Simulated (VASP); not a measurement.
Input of a VASP 6.6.1 run:

Contents of INCAR:

```
SYSTEM = Cu2O
  PREC = Accurate
  ENCUT = 520
  EDIFF = 1E-6
  ISMEAR = -1
  SIGMA = 0.05
  LREAL = .FALSE.
  LASPH = .TRUE.
  NELM = 100
  ALGO = Normal
  ISIF = 2
  LWAVE = .FALSE.
  LCHARG = .FALSE.
  LMAXMIX = 4
  METAGGA = SCAN
  LMIXTAU = .TRUE.
```

KPOINTS

```
regular mesh
0
G
  6 6 6
  0 0 0
```

The input POSCAR:

```
Cu2O
1.0
    4.2600000000      0.0000000000      0.0000000000
    0.0000000000      4.2600000000      0.0000000000
    0.0000000000      0.0000000000      4.2600000000
Cu O
4 2
Direct
    0.7500000000      0.2500000000      0.7500000000
    0.7500000000      0.7500000000      0.2500000000
    0.2500000000      0.7500000000      0.7500000000
    0.2500000000      0.2500000000      0.2500000000
    0.5000000000      0.5000000000      0.5000000000
    0.0000000000      0.0000000000      0.0000000000
```

KPOINTS_OPT

```
path GXMGRX,MR
10
line-mode
reciprocal
 0.0000000000  0.0000000000  0.0000000000  G
 0.0000000000  0.5000000000  0.0000000000  X

 0.0000000000  0.5000000000  0.0000000000  X
 0.5000000000  0.5000000000  0.0000000000  M

 0.5000000000  0.5000000000  0.0000000000  M
 0.0000000000  0.0000000000  0.0000000000  G

 0.0000000000  0.0000000000  0.0000000000  G
 0.5000000000  0.5000000000  0.5000000000  R

 0.5000000000  0.5000000000  0.5000000000  R
 0.0000000000  0.5000000000  0.0000000000  X

 0.5000000000  0.5000000000  0.0000000000  M
 0.5000000000  0.5000000000  0.5000000000  R
```

Potentials or basis: VASP PAW PBE potentials, release 64 (Cu, O).

The run is started by

```bash
$ cat potpaw_PBE.64/Cu/POTCAR potpaw_PBE.64/O/POTCAR > POTCAR
$ mpirun -np 1 vasp_std > vasp.out
```

Problem. What does it give for the band gap on the k mesh?

Solution. 0.79 eV, direct.

Problem. Estimate the band gap along the path.

Solution. 0.79 eV, direct.

Problem. What does it give for the pressure?

Solution. -1.5 GPa.

Levels at the corners of the path, in eV from the valence-band top:
```tsv
point	band 25	band 26	band 27	band 28	band 29	band 30	band 31	band 32
Γ	-1.64	0.00	0.00	0.00	0.79	1.49	1.49	8.42
X	-1.31	-1.31	-0.36	-0.36	2.53	2.53	4.52	4.52
X	-1.31	-1.31	-0.36	-0.36	2.53	2.53	4.52	4.52
M	-1.33	-1.33	-0.65	-0.65	2.20	2.20	4.17	4.17
M	-1.33	-1.33	-0.65	-0.65	2.20	2.20	4.17	4.17
Γ	-1.64	0.00	0.00	0.00	0.79	1.49	1.49	8.42
Γ	-1.64	0.00	0.00	0.00	0.79	1.49	1.49	8.42
R	-0.89	-0.61	-0.61	-0.61	2.73	2.73	2.73	5.25
R	-0.89	-0.61	-0.61	-0.61	2.73	2.73	2.73	5.25
X	-1.31	-1.31	-0.36	-0.36	2.53	2.53	4.52	4.52
M	-1.33	-1.33	-0.65	-0.65	2.20	2.20	4.17	4.17
R	-0.89	-0.61	-0.61	-0.61	2.73	2.73	2.73	5.25
```

Caveat: the PAW data sets were made with another functional, which shifts forces and pressure a little.

**The experiment to reproduce.**

“Importance of surface oxygen vacancies for ultrafast hot carrier relaxation and transport in Cu2O”, 2021, arxiv:2103.03167 quotes, for a bulk crystal of Cu2O: band gap 2.17 eV (direct).

Measured gap of Cu2O: 2.17 eV (direct; quoted in “Importance of surface oxygen vacancies for ultrafast hot carrier relaxation and transport in Cu2O”, 2021, arxiv:2103.03167). This calculation gives 0.79 eV (-1.38 eV). So large a miss can be the level of theory's own, or it may mean another phase, state or a wrong row. The value is that of SCAN, without temperature or zero-point motion.
